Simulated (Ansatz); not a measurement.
# CdS: the cost of one run

Computed with Ansatz 0.2.0 (DFT PBEsol, scalar-relativistic, unless a step's input says otherwise).

### 1 The structure to begin with

It takes space group F-43m (No. 216, cubic). The conventional cell has a = 5.886 Å, b = 5.886 Å, c = 5.886 Å, α = 90.00°, β = 90.00°, γ = 90.00°. Cd (site symmetry -43m) has 4 S at 2.55 Å as nearest neighbours. Around S (site symmetry -43m) lie 4 Cd at 2.55 Å.

As a file:

```cif
data_structure
_symmetry_space_group_name_H-M 'P 1'
_symmetry_Int_Tables_number 1
_cell_length_a 4.1620
_cell_length_b 4.1620
_cell_length_c 4.1620
_cell_angle_alpha 60.000
_cell_angle_beta 60.000
_cell_angle_gamma 60.000
_cell_volume 50.98
loop_
_atom_site_label
_atom_site_type_symbol
_atom_site_fract_x
_atom_site_fract_y
_atom_site_fract_z
_atom_site_occupancy
Cd1 Cd 0.00000 0.00000 0.00000 1
S1 S 0.75000 0.75000 0.75000 1
```

Structure from a Materials Project entry, not relaxed further.

Atoms are numbered in the order of the input: Cd1, S2.

### 2 Volume × 0.94, LAPW

input.yaml

```yaml
crystal:
  lattice:
    - [0.0, 2.8828763328, 2.8828763328]
    - [2.8828763328, 0.0, 2.8828763328]
    - [2.8828763328, 2.8828763328, 0.0]
  atoms:
    - { symbol: Cd, position: [0.0, 0.0, 0.0] }
    - { symbol: S, position: [0.75, 0.75, 0.75] }
kpoints:
  mp_grid: { grid: [7, 7, 7] }
  band_path:
    path:
      - [0.0, 0.0, 0.0]
      - [-0.5, -0.5, 0.0]
      - [-0.375, -0.375, 0.25]
      - [-0.375, 0.0, 0.375]
      - [0.0, 0.0, 0.0]
      - [0.0, 0.0, 0.5]
      - [-0.5, -0.25, 0.25]
      - [-0.5, -0.5, 0.0]
    npoints: 5
scf:
  occupations: { method: fermi_dirac, width: 0.02 }
hamiltonian:
  xc: pbesol
  pseudopotentials: { kind: all_electron, lapw: { basis_error: 0.0005 } }
output:
  forces: true
  stress: true
  eigenvalues: true
```

Run with:

```console
ansatz run input.yaml --threads 1 --pin off --max-ram 3072MiB --backend cpu --events-out ev --progress --plain --runs-dir out
```

Q: Estimate wall time and peak memory on 1 thread of Intel Xeon 6975P-C (Granite Rapids), shared host.

About 5.7 s, with a peak of 0.3 GiB.
